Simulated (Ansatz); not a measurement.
**Cr: single point with PBE**

Cr:

```xyz
2
Lattice="1.1471 -2.4670 0.0000 1.1471 2.4670 0.0000 0.0000 0.0000 4.0643" Properties=species:S:1:pos:R:3 pbc="T T T"
Cr    1.1471   -1.8282    3.0482
Cr    1.1471    1.8282    1.0161
```

This isn't the form of Cr at room conditions, which is bcc.

```yaml
Program: Ansatz 0.2.0
Task: single point
Functional: PBE
Potentials_or_basis: Ansatz PAW
Cutoff: "420 eV (not typed: the program's choice for these potentials)"
k_mesh: 11 × 11 × 6
Occupations: fermi-dirac, width 0.05 eV
Spin: collinear spin, ferromagnetic start
Starting_moments: "[1.5, 1.5] μB"
Fixed_moment: 3 μB
```

The pressure is 21.6 GPa, the largest force is 0.419 eV/Å and the net moment is 3.00 μB per cell. The absolute moment is 3.00 μB per cell and the site moments are Cr +1.27 μB.

Forces on the atoms (eV/Å):
```
Cr   0.000  0.419  0.000
Cr   0.000 -0.419  0.000
```

Stress tensor (GPa, compression positive):
```
38.51  0.00  0.00
 0.00  1.91  0.00
 0.00  0.00 24.44
```

It took 5.6 s on 2 threads of Arm Neoverse V1, on a shared host, peak memory 0.36 GiB.

Caveat: the total moment is fixed, so each spin has its own Fermi level; the thresholds are loose for stress.
